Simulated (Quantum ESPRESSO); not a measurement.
Here is a Quantum ESPRESSO 7.5 calculation.

pw.in

```
&CONTROL
  calculation = 'scf'
  prefix = 'pwscf'
  outdir = './tmp'
  pseudo_dir = './pseudo'
  tprnfor = .true.
  tstress = .true.
  disk_io = 'nowf'
/
&SYSTEM
  ibrav = 0
  nat = 2
  ntyp = 2
  ecutwfc = 55
  ecutrho = 440
  nbnd = 16
  occupations = 'smearing'
  smearing = 'fd'
  degauss = 0.00367493
/
&ELECTRONS
  conv_thr = 4d-10
  electron_maxstep = 120
  mixing_beta = 0.5
/
ATOMIC_SPECIES
Pb   207.2000 Pb.pbe-dn-kjpaw_psl.0.2.2.UPF
S     32.0600 s_pbe_v1.4.uspp.F.UPF
CELL_PARAMETERS angstrom
   2.1126617058    1.2197458045    3.4519162518
  -2.1126617058    1.2197458045    3.4519162518
   0.0000000000   -2.4394916091    3.4519162518
ATOMIC_POSITIONS crystal
Pb     0.9889180000    0.9767410000    0.9842380000
S      0.4903730000    0.4763620000    0.4686870000
K_POINTS automatic
8 8 8 0 0 0
```

Potentials or basis: SSSP 1.3 efficiency PBE.

Run with:

```sh
$ OMP_NUM_THREADS=1 pw.x -in pw.in > pw.out
```

(1) Estimate the largest force.

(2) Predict the pressure.

## Answers

(1) 0.024 eV/Å.

(2) 0.9 GPa.
